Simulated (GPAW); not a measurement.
# CuO (P6_3mc) in GPAW: notebook

Aim: see how the results for CuO move with the level of theory and the settings. Levels: LDA, PBE, r2SCAN, PW91, vdW-DF-cx. Tasks: band structure.

All numbers are computed with GPAW 26.7.0; they aren't measurements. Logs are shortened: lines on timing, memory, paths and dates and some standing lists are left out, and cuts for length are marked. The log counts tension as positive stress, the text compression.

## 1. The structure

Symmetry: P6_3mc, No. 186, hexagonal system. The conventional cell has a = 3.288 Å, b = 3.288 Å, c = 5.385 Å, α = 90.00°, β = 90.00°, γ = 120.00°. Cu (site symmetry 3m) is surrounded by 4 O at 2.01 to 2.02 Å. Around O (site symmetry 3m) lie 4 Cu at 2.01 to 2.02 Å.

Measurements of this composition are mostly on another form, of space group No. 15.

## 2. Band structure, LDA

Input file run.py:

```python
from ase.dft.bandgap import bandgap
from ase.io import read, write
from ase.units import GPa
from gpaw import GPAW, PW

atoms = read('POSCAR')

calc = GPAW(mode=PW(800),
            xc='LDA',
            kpts={'size': (6, 6, 3), 'gamma': True},
            occupations={'name': 'fermi-dirac', 'width': 0.05},
            nbands=33,
            convergence={'density': 1e-05, 'energy': 1e-05},
            maxiter=150,
            txt='gpaw.txt')
atoms.calc = calc
energy = atoms.get_potential_energy()
forces = atoms.get_forces()
stress = atoms.get_stress()
calc.write('gs.gpw')
write('result.traj', atoms)
print(f'Energy: {energy:.6f} eV')
print('Forces (eV/A):')
print(forces.round(4))
print('Stress (GPa):', (stress / GPa).round(3))
print('Fermi level:', round(calc.get_fermi_level(), 4), 'eV')
print(f'Gap: {bandgap(calc)[0]:.4f} eV, direct: {bandgap(calc, direct=True)[0]:.4f} eV')

path = atoms.cell.bandpath('GMKGALHA,LM,KH', npoints=80, eps=1e-4)
bs_calc = calc.fixed_density(kpts=path, symmetry='off', nbands=48,
                             convergence={'bands': 'CBM+6.0', 'eigenstates': 1e-6}, txt='bands.txt')
bs = bs_calc.band_structure()
bs.write('bs.json')
print(f'Gap on the path: {bandgap(bs_calc)[0]:.4f} eV')
```

Input file POSCAR:

```
CuO
1.0
    3.2880244267      0.0000000000      0.0000000000
   -1.6440122134      2.8475126818      0.0000000000
    0.0000000000      0.0000000000      5.3850248600
Cu O
2 2
Direct
    0.6666666667      0.3333333333      0.0000000000
    0.3333333333      0.6666666667      0.5000000000
    0.6666666667      0.3333333333      0.6252000000
    0.3333333333      0.6666666667      0.1252000000
```

Potentials or basis: the program's PAW data sets (release 1.2.1) made for this functional, pw.

Started as:

```bash
> OMP_NUM_THREADS=1 python run.py
```

gpaw.txt:

```text
__  _  _
 | _ |_)|_||  |
 |__||  | ||/\| - 26.7.0

Input parameters:
  mode=PW(ecut=800.0),
  convergence={'density': 1e-05, 'energy': 1e-05},
  kpts=MonkhorstPack(size=(6, 6, 3), gamma=True),
  maxiter=150,
  nbands=33,
  occupations=Occupations(name='fermi-dirac', width=0.05),
  xc=XC(name='LDA')

Diagonalizing LCAO Hamiltonian
Converting LCAO to pw mode

        Cu O

        O
           Cu

Atoms  # Å, Bohr magnetons
|   | symbol |         x |        y |        z |    initial magnetic moments |
|---|--------|-----------|----------|----------|-----------------------------|
| 0 |     Cu |  1.644012 | 0.949171 | 0.000000 | ( 0.0000,  0.0000,  0.0000) |
| 1 |     Cu | -0.000000 | 1.898342 | 2.692512 | ( 0.0000,  0.0000,  0.0000) |
| 2 |      O |  1.644012 | 0.949171 | 3.366718 | ( 0.0000,  0.0000,  0.0000) |
| 3 |      O | -0.000000 | 1.898342 | 0.674205 | ( 0.0000,  0.0000,  0.0000) |

Unit cell  # Å
| periodic |         x |        y |        z |  lengths |     angles |
|----------|-----------|----------|----------|----------|------------|
|      yes |  3.288024 | 0.000000 | 0.000000 | 3.288024 |  90.000000 |
|      yes | -1.644012 | 2.847513 | 0.000000 | 3.288024 |  90.000000 |
|      yes |  0.000000 | 0.000000 | 5.385025 | 5.385025 | 120.000000 |

Number of symmetries: 6
Symmetry operations  # r_c * U_cc + t_c -> r_c
|   | kind |            matrix            |
|---|------|------------------------------|
| 0 |  σ   |  1, 1, 0,  0,-1, 0,  0, 0, 1 |
| 1 |  E   |  1, 0, 0,  0, 1, 0,  0, 0, 1 |
| 2 |  C3  |  0, 1, 0, -1,-1, 0,  0, 0, 1 |
| 3 |  σ   |  0,-1, 0, -1, 0, 0,  0, 0, 1 |
| 4 |  σ   | -1, 0, 0,  1, 1, 0,  0, 0, 1 |
| 5 |  C3  | -1,-1, 0,  1, 0, 0,  0, 0, 1 |

BZ-sampling:
  Number of BZ points: 108
  Number of IBZ points: 17

  Monkhorst-Pack size: [6, 6, 3]
  Monkhorst-Pack shift: [0.08333333333333333, 0.08333333333333333, 0.0]

K-points  # in reciprocal-cell coordinates
|     |                                coordinates |     weight |
|-----|--------------------------------------------|------------|
|   0 | (  0.00000000,   0.00000000,   0.00000000) | 0.00925926 |
|   1 | (  0.00000000,   0.00000000,   0.33333333) | 0.01851852 |
|   2 | (  0.16666667,   0.00000000,  -0.33333333) | 0.05555556 |
|   3 | (  0.16666667,   0.00000000,   0.00000000) | 0.05555556 |
|   4 | (  0.16666667,   0.00000000,   0.33333333) | 0.05555556 |
|   5 | (  0.33333333,  -0.16666667,   0.00000000) | 0.05555556 |
|   6 | (  0.33333333,  -0.16666667,   0.33333333) | 0.11111111 |
|   7 | (  0.33333333,   0.00000000,  -0.33333333) | 0.05555556 |
|   8 | (  0.33333333,   0.00000000,   0.00000000) | 0.05555556 |
|   9 | (  0.33333333,   0.00000000,   0.33333333) | 0.05555556 |
| ... |                                            |            |
|  16 | (  0.50000000,   0.50000000,   0.33333333) | 0.05555556 |

Plane wave coefficients: 2617
Cutoff: 800.0 eV

Spin-components: 1 (collinear spins)
Bands:           33
Projectors:      22
Spin-degeneracy: 2
Datatype:        complex128

Parallelization:
  kpt:    1
  domain: 1
  band:   1

Density:
  Valence electrons: 34.0
  Components: 1
  Grid points: [24 24 36]
  Charge: 0.0  # |e|

Potential:
  Grid points: [24 24 36]

species:
  Cu:
    name:    Copper
    Z:       29.0
    valence: 11
    core:    18
    charge:  0.0  # [|e|]
    compensation charges:
      type: gauss
      rc: 0.33  # [Å]
      lmax: 2
    cutoffs:
      filter: 2.06  # [Å]
      core: 2.43  # [Å]
    projectors
    | kind |    occ | energy [eV] | rcut [Å] |
    |------|--------|-------------|----------|
    |   4s |  1.000 |      -4.857 |    1.164 |
    |   4p |  0.000 |      -0.783 |    1.164 |
    |   3d | 10.000 |      -5.324 |    1.058 |
    |    s |        |      22.354 |    1.164 |
    |    p |        |      26.429 |    1.164 |
    |    d |        |      21.887 |    1.058 |

    Using partial waves for Cu as LCAO basis

  O:
    name:    Oxygen
    Z:       8.0
    valence: 6
    core:    2
    charge:  0.0  # [|e|]
    compensation charges:
      type: gauss
      rc: 0.21  # [Å]
      lmax: 2
    cutoffs:
      filter: 1.17  # [Å]
      core: 0.83  # [Å]
    projectors
    | kind |    occ | energy [eV] | rcut [Å] |
    |------|--------|-------------|----------|
    |   2s |  2.000 |     -23.752 |    0.688 |
    |   2p |  4.000 |      -9.195 |    0.598 |
    |    s |        |       3.459 |    0.688 |
    |    p |        |      18.016 |    0.598 |
    |    d |        |       0.000 |    0.619 |

    Using partial waves for O as LCAO basis

Reference energy: -93958.010232  # eV

eigensolver:
  PPCG
  Converge bands: occupied
  niter=2

density mixing:
  MSR1-Mixer
  Pratt-step length: 0.05
  Maximum mixing coefficient: 0.75
  Old densities: 10
  SVD Regularization: 0.005
  Good broyden scale: 1.0
  Trust region scale: 1.0
  Backstep threshold: 4.0
  History deletion threshold: 6.0
  Fourier metric: weight=20.0, sigma=0.015

occupation numbers:
  Fermi-Dirac:
    width: 0.0500  # eV

poisson solver:
  ecut: 6400.0  # eV

xc functional:
  name: None

convergence criteria:
- Maximum integral of absolute [dens]ity change: 1e-05 electrons / valence electron
- Maximum [total energy] change in last 3 cyles: 1e-05 eV / valence electron
- Maximum integral of absolute [eigenst]ate change: 4e-08 eV^2 / valence electron
maximum number of iterations: 150

SCF iterations
|iter     | |      energy | eigst |  dens |
|---------|-|-------------|-------|-------|
|iter:   1| |  -28.328629 | +0.31 |       |
|iter:   2| |  -25.802561 | -1.54 | -0.89 |
|iter:   3| |  -22.566408 | -0.98 | -0.98 |
|iter:   4| |  -22.505340 | -3.33 | -1.55 |
|iter:   5| |  -22.906759 | -2.37 | -1.70 |
|iter:   6| |  -22.454751 | -2.59 | -1.33 |
|iter:   7| |  -22.448028 | -4.19 | -2.14 |
|iter:   8| |  -22.447936 | -5.53 | -2.86 |
|iter:   9| |  -22.447977c| -5.36 | -3.07 |
|iter:  10| |  -22.447918c| -5.73 | -3.30 |
|iter:  11| |  -22.447895c| -6.48 | -3.68 |
|iter:  12| |  -22.447894c| -7.45c| -4.18 |
|iter:  13| |  -22.447893c| -8.05c| -4.91 |
|iter:  14| |  -22.447893c| -8.73c| -5.57c|

Converged in 14 steps
Energy contributions relative to reference atoms: (reference = -93958.010232)

Energy contributions:
  Kinetic:         -17.236861
  Coulomb:           7.748411
  Zero:              0.562334
  External:          0.000000
  Xc:              -13.492985
  Entropy:          -0.057584
  Spinorbit:         0.000000
  ----------------------------
  Free energy:     -22.476685
  Extrapolated:    -22.447893

dipole moment: (-0.000000, -0.000000, -12.990342)  # |e|*Ang

Fermi level: 3.269
Eigenvalues  # (at kpt = [0.000, 0.000, 0.000])
| band index |      eig [eV] | occ [0-2] |
|------------|---------------|-----------|
|          0 |       -14.691 |     2.000 |
|        ... |               |           |
|          5 |        -1.064 |     2.000 |
|          6 |        -0.892 |     2.000 |
|          7 |        -0.892 |     2.000 |
|          8 |         1.299 |     2.000 |
|          9 |         1.299 |     2.000 |
|         10 |         1.560 |     2.000 |
[... 8 lines left out ...]
|         19 |         8.811 |     0.000 |
|         20 |        10.888 |     0.000 |
|        ... |               |           |
|         32 |        24.392 |     0.000 |

No gap
No difference between direct/indirect transitions

Forces  # eV/Ang
|       x |        y |        z |
|---------|----------|----------|
| 0.00000 | -0.00000 | -0.03280 |  # Cu   0
| 0.00000 | -0.00000 | -0.03285 |  # Cu   1
| 0.00000 | -0.00000 |  0.03283 |  # O    2
| 0.00000 |  0.00000 |  0.03279 |  # O    3

Stress tensor  # eV/Ang^3
|         x |        y |         z |
|-----------|----------|-----------|
|  0.124075 | 0.000000 | -0.000000 |
|  0.000000 | 0.124075 |  0.000000 |
| -0.000000 | 0.000000 |  0.116871 |

# Writing to gs.gpw (mode='')
```

bands.txt:

```text
Diagonalizing LCAO Hamiltonian
Converting LCAO to pw mode
convergence criteria:
- Maximum integral of absolute [eigenst]ate change: 1e-06 eV^2 / valence electron
maximum number of iterations: 150

SCF iterations
|iter     | |      energy | eigst |  dens |
|---------|-|-------------|-------|-------|
|iter:   1| |             | +0.58 |       |
[... 85 lines left out ...]
         [0.5       , 0.        , 0.        ],
         [0.33333333, 0.33333333, 0.        ],
         [0.33333333, 0.33333333, 0.08333333],
         [0.33333333, 0.33333333, 0.16666667],
         [0.33333333, 0.33333333, 0.25      ],
         [0.33333333, 0.33333333, 0.33333333],
         [0.33333333, 0.33333333, 0.41666667],
         [0.33333333, 0.33333333, 0.5       ]])),
  maxiter=150,
  nbands=48,
  occupations=Occupations(name='fermi-dirac', width=0.05),
  symmetry=Symmetry(point_group=False, time_reversal=False),
  xc=XC(name='LDA')
```

It took 2.2 min on 1 thread of Arm Neoverse V1, shared host; peak memory 0.44 GiB.

What came out:

* Free energy: -22.4767 eV
* Pressure: -19.5 GPa
* Largest force: 0.033 eV/Å
* Band gap along the path: none (metal or under the smearing width)

Forces in eV/Å, atoms in the order of the input:
```
Cu   0.000  0.000 -0.033
Cu   0.000  0.000 -0.033
O    0.000  0.000  0.033
O    0.000  0.000  0.033
```

Levels at the corners of the path, in eV from the Fermi level:
```tsv
point	band 14	band 15	band 16	band 17	band 18	band 19	band 20
Γ	0.01	0.01	0.64	0.73	0.73	0.91	5.54
M	-1.54	-1.18	-1.07	-0.17	0.01	5.85	6.75
K	-1.29	-1.29	-0.62	-0.60	-0.60	7.66	7.66
Γ	0.01	0.01	0.64	0.73	0.73	0.91	5.54
A	-0.66	0.37	0.37	0.37	0.37	3.31	3.31
L	-1.55	-0.49	-0.49	-0.45	-0.45	5.91	5.91
H	-1.44	-1.10	-1.10	-0.41	-0.41	7.87	7.87
A	-0.66	0.37	0.37	0.37	0.37	3.31	3.31
L	-1.55	-0.49	-0.49	-0.45	-0.45	5.91	5.91
M	-1.54	-1.18	-1.07	-0.17	0.01	5.85	6.75
K	-1.29	-1.29	-0.62	-0.60	-0.60	7.66	7.66
H	-1.44	-1.10	-1.10	-0.41	-0.41	7.87	7.87
```

Caveat: the k mesh is coarse (spacing up to 0.39 Å⁻¹), so the values aren't converged; with this Cu data set, volumes or pressures lay over 1.5 % or 2 GPa off other programs in two to four cells of ten; the run has no spin polarisation, though such a crystal can be magnetic; semilocal functionals often make such compounds metallic where correlation or magnetic order opens a gap, which also shifts bond lengths.

## 3. Band structure, PBE

run.py, as its differences from that of step 2:

```diff
@@ -8,3 +8,3 @@
 calc = GPAW(mode=PW(800),
-            xc='LDA',
+            xc='PBE',
             kpts={'size': (6, 6, 3), 'gamma': True},
```

POSCAR is that of step 2.

Potentials or basis: GPAW PAW data sets (gpaw-data 1.2.1), pw.

Started as:

```bash
> OMP_NUM_THREADS=1 python run.py
```

It took 2.2 min on 1 thread of Arm Neoverse V1, shared host; peak memory 0.44 GiB.

The run converged. Its results:

```
Free energy             : -19.2929 eV
Pressure                : -7.9 GPa
Largest force           : 0.042 eV/Å
Band gap along the path : none (metal or under the smearing width)
```

Forces in eV/Å, atoms in the order of the input:
```
Cu   0.000  0.000 -0.042
Cu   0.000  0.000 -0.042
O    0.000  0.000  0.042
O    0.000  0.000  0.042
```

Stress tensor (GPa, compression positive):
```
-8.36  0.00  0.00
 0.00 -8.36  0.00
 0.00  0.00 -7.10
```

Levels at the corners of the path, in eV from the Fermi level:
```tsv
point	band 16	band 17	band 18	band 19	band 20
Γ	0.63	0.73	0.73	0.96	5.66
M	-1.05	-0.17	0.01	5.95	6.86
K	-0.61	-0.60	-0.60	7.77	7.77
Γ	0.63	0.73	0.73	0.96	5.66
A	0.37	0.37	0.37	3.37	3.37
L	-0.48	-0.45	-0.45	6.02	6.02
H	-1.09	-0.41	-0.41	7.99	7.99
A	0.37	0.37	0.37	3.37	3.37
L	-0.48	-0.45	-0.45	6.02	6.02
M	-1.05	-0.17	0.01	5.95	6.86
K	-0.61	-0.60	-0.60	7.77	7.77
H	-1.09	-0.41	-0.41	7.99	7.99
```

Caveat: the k mesh is coarse (spacing up to 0.39 Å⁻¹), so the values aren't converged; with this Cu data set, volumes or pressures lay over 1.5 % or 2 GPa off other programs in two to four cells of ten; the run has no spin polarisation, though such a crystal can be magnetic; semilocal functionals often make such compounds metallic where correlation or magnetic order opens a gap, which also shifts bond lengths.

[end of part 1 of 2]
